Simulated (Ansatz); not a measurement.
Write a Python script for Ansatz 0.2.0 through its Python package that makes a phonon calculation by linear response of C, space group Fd-3m. Use: PBEsol, PAW, cutoff 260 eV, 8×8×8 k-points, fixed occupations, D4 dispersion.

```xyz
2
Lattice="0.0000 1.7834 1.7834 1.7834 0.0000 1.7834 1.7834 1.7834 0.0000" Properties=species:S:1:pos:R:3 pbc="T T T"
C     0.0000    0.0000    0.0000
C     0.8917    0.8917    0.8917
```

`dfpt_c.py`:
```python
"""DFPT phonons of C."""

from pathlib import Path

import ansatz as az
import numpy as np
from pymatgen.core import Lattice, Structure
from pymatgen.io.ase import AseAtomsAdaptor

FUNCTIONAL = "PBEsol"
DISPERSION = "d4"
CUTOFF_EV = 260
FILLING = "fixed"
MIXING_BETA = 0.4
SCF_TOL = 1e-08
KGRID = (8, 8, 8)


def main() -> None:
    pmg_structure = Structure(
        Lattice([(0.0, 1.78337, 1.78337), (1.78337, 0.0, 1.78337), (1.78337, 1.78337, 0.0)]),
        ["C", "C"],
        [
            (0.0, 0.0, 0.0),
            (0.25, 0.25, 0.25),
        ],
    )
    cell = az.Crystal.from_ase(AseAtomsAdaptor.get_atoms(pmg_structure))

    calculation = (
        cell.calculation()
        .functional(FUNCTIONAL, dispersion=DISPERSION)
        .pseudopotentials("paw")
        .basis(CUTOFF_EV, density_ratio=8)
        .occupations(FILLING)  # whole-number filling, right only where there is a gap
        .mixing("broyden", ndim=12, beta=MIXING_BETA)
        .scf(tolerance=SCF_TOL)
        .kpoints(*KGRID)  # sampling of the Brillouin zone
        .phonons("dfpt", points=[(0, 0, 0), (0.5, 0, 0)])
    )
    outcome = calculation.run(threads=1, runs_dir="runs")
    ph = outcome.phonons

    for q in ph.qpoints:
        thz = np.asarray(q.omega_inv_cm) / 33.35641
        print("q = ({:.2f}, {:.2f}, {:.2f})".format(*q.q_frac), np.round(thz, 2) + 0.0, "THz")


if __name__ == "__main__":
    main()
```

```console
$ python dfpt_c.py
DeckWarning: basis.ecutwfc = 260 eV is below the records' recommended 420 eV, and the density's cutoff is lower with it unless basis.ecutrho_ratio is high enough to keep the records' density cutoff: compare with a run at a higher cutoff
q = (0.00, 0.00, 0.00) [ 0.    0.    0.   40.69 40.69 40.69] THz
q = (0.50, 0.00, 0.00) [15.85 15.85 33.37 37.79 38.18 38.18] THz
```
(Warnings from the package without file and line.)

The settings weren't tested for convergence. The cutoff lies under the one recommended for these potentials. The cell isn't relaxed first, so the values belong to this volume. The structure is taken as given; imaginary modes can come from an unrelaxed or unstable start. Run time: 26 s on 1 thread of Arm Neoverse V2, with other jobs on the host, peak memory 0.44 GiB.

(Lines on the test bed's own set-up are left out of the output.)
